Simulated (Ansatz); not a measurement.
# The polar optical mode of BN at 1 GPa, worked through

All numbers below come from Ansatz, DFT PBEsol, scalar-relativistic, plane waves, PAW. Plane waves to 420 eV; Γ-centred k mesh 12×12×12; fixed occupations. No spin polarisation. Phonons by linear response, acoustic sum rule imposed.

The cell, relaxed at 1 GPa:
```cif
data_structure
_symmetry_space_group_name_H-M 'F-43m'
_symmetry_Int_Tables_number 216
_cell_length_a 3.6026
_cell_length_b 3.6026
_cell_length_c 3.6026
_cell_angle_alpha 90.000
_cell_angle_beta 90.000
_cell_angle_gamma 90.000
_cell_volume 46.76
loop_
_atom_site_label
_atom_site_type_symbol
_atom_site_symmetry_multiplicity
_atom_site_Wyckoff_symbol
_atom_site_fract_x
_atom_site_fract_y
_atom_site_fract_z
_atom_site_occupancy
B1 B 4 a 0.00000 0.00000 0.00000 1
N1 N 4 c 0.25000 0.25000 0.25000 1
```

Linear response gives ν_TO = 1049.9 cm⁻¹, Born charges ±1.901 e (positive on B) and ε∞ = 4.629. The primitive cell holds 11.689 Å³, and the masses are 10.810 and 14.007 amu.

Problem. Find ν_LO and the static dielectric constant.

Solution. The long-wave field adds a restoring force: ω_LO² − ω_TO² = Z*²e²/(ε_vac ε∞ μV). In these units ν_LO² − ν_TO² = 4.92064×10⁷ Z*²/(μ V ε∞) cm⁻², with μ = m₁m₂/(m₁ + m₂) = 6.101 amu: 538634 cm⁻². So ν_LO = √(1049.9² + 538634) = 1281.0 cm⁻¹, and the run gives 1281.0. Lyddane–Sachs–Teller then gives ε0 = ε∞ (ν_LO/ν_TO)² = 6.89, against 6.89 in the run (it forms both from the same three quantities, so the match checks the arithmetic only). Between ν_TO and ν_LO the dielectric function is negative and an undamped crystal reflects fully: a reststrahlen band from 7.8 to 9.5 μm.

Problem. What do the Clausius–Mossotti polarisability and the Szigeti charge come to?

Solution. With the Lorentz local field, α = (3V/4π)(ε∞ − 1)/(ε∞ + 2) = 1.53 Å³ for the pair, and e_S = 3Z*/(ε∞ + 2) = 0.86 e. The Born charge includes the electrons' response to the dipole's own local field, and e_S takes that enhancement out. The Lorentz field assumes point-like polarisable ions, a poor picture once ε∞ is this large, since the electron clouds then overlap or are shared, so both numbers are formal here.

Problem. How strongly does a slow electron couple to the LO mode?

Solution. For one isotropic parabolic band, Fröhlich's constant is α_F = (1/ε∞ − 1/ε0) √(m* Ry/ħω_LO), with Ry = 13.606 eV, ħω_LO = 158.8 meV and m* in free-electron masses: α_F = 0.0709 × 9.26 × √m* = 0.66 √m*. The band mass isn't part of this run; for m* = 0.1, 0.3 and 1 it gives 0.21, 0.36, 0.66. In weak coupling the polaron lies α_F ħω_LO below the band edge (57 meV at m* = 0.3) with a mass m*(1 + α_F/6); past α_F of about 5 or 6 that expansion fails. A semilocal functional's ε∞ tends to be too large, which taken alone lowers α_F.

Cost: 1 run of about 0.44 core-minutes, on Intel Xeon Processor @ 2.50GHz (Skylake/Cascade Lake) (shared hosts).

The high optical frequencies of zinc-blende BN reflect two things at once: light atoms and short, stiff sp³ bonds. The bonds are covalent but polar, since nitrogen is the more electronegative partner, and stretching them moves charge as well as nuclei. Hence the Born charge of 1.901 e and the wide LO–TO splitting. That charge is a dynamical response, not a count of electrons transferred from boron to nitrogen.

Despite the wide splitting, the lattice adds less to the static dielectric constant than the electrons do. In the harmonic picture the masses cancel from this ionic term, leaving the Born charge, the cell volume and the restoring force, so it is bond stiffness rather than atomic lightness that limits it. Isotopic substitution would therefore shift both optical frequencies but leave ε0 essentially unchanged.

The coupling estimates don't carry over directly to real carriers in cubic BN, whose conduction minima are anisotropic valleys away from the zone centre and whose valence-band top is degenerate.
